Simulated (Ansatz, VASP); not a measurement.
One calculation of HgTe, two programs

```
Hg Te
1.0
     0.00000    3.09456    3.09456
     3.09456    0.00000    3.09456
     3.09456    3.09456    0.00000
Hg Te
1 1
Cartesian
  0.0000 0.0000 0.0000
  4.6418 4.6418 4.6418
```

Change from the starting cell: strain -0.040 along x and y, -0.040 along z, atoms carried along.

Alike in both runs: task single point; functional PBEsol; k mesh 14 × 14 × 14; occupations gaussian, width 0.15 eV; no spin polarisation.

|  | VASP | Ansatz |
| --- | --- | --- |
| version | VASP 6.6.1 | Ansatz 0.2.0 |
| potentials or method | VASP PAW PBE potentials, release 64 (Hg, Te) | scalar-relativistic, plane waves, PAW |
| plane-wave cutoff (eV) | 520 | 420 |
| valence electrons in the cell | 18 | 36 |

VASP gave:

```
gap on the k mesh at the Fermi level (eV) : none
pressure (GPa)                            : 9.6
```

Problem. What did Ansatz give for the same quantities?

Solution. gap on the k mesh at the Fermi level (eV): none; pressure (GPa): 9.4.

A gap of «none» marks a metal or a gap that the smearing closes. The two sets of potentials don't hold the same shells in valence.

Caveats: the PAW data sets were made with another functional, which shifts forces and pressure a little (VASP). Spin-orbit coupling is left out, which matters for the levels of Hg, Te.
